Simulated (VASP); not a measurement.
Runs of VASP 6.6.1 on MgS (Niningerite). It takes space group Fm-3m (No. 225, cubic). The conventional cell has a = 5.203 Å, b = 5.203 Å, c = 5.203 Å, α = 90.00°, β = 90.00°, γ = 90.00°. S (site symmetry m-3m) is surrounded by 6 Mg at 2.60 Å. Mg (site symmetry m-3m) is surrounded by 6 S at 2.60 Å. 

```tsv
task	level	cell	k mesh	cutoff (eV)	share of exact exchange	grid for exact exchange (PRECFOCK)	exchange at q = 0	gap on the mesh (eV)	pressure (GPa)	relaxed volume (Å³/atom)
single point	PBE0(alpha)	as given	5 × 5 × 5	520	0.4	Fast	truncated	6.00	-1.6	-
single point	PBE0(alpha)	as given	5 × 5 × 5	520	0.1	Fast	truncated	3.87	0.3	-
relaxation of cell and atoms	PBE+TS-HI	relaxed	9 × 9 × 9	600	-	-	-	2.93	0.0	17.42
relaxation of cell and atoms	PBE+MBD	relaxed	9 × 9 × 9	600	-	-	-	3.00	-0.1	16.88
relaxation of cell and atoms	PBE+MBD-FI	relaxed	9 × 9 × 9	600	-	-	-	(a)	0.0	(b)
```

Alike in all rows: potentials or basis VASP PAW PBE potentials, release 64 (S, Mg); no spin polarisation; smearing fermi-dirac 0.05 eV.

Task: Fill in the values left out.

Result: (a) 2.96; (b) 17.19.

Caveats: an odd mesh through Γ misses points on the zone boundary, where band edges often lie; the PAW data sets were made with another functional, which shifts forces and pressure a little (some runs).
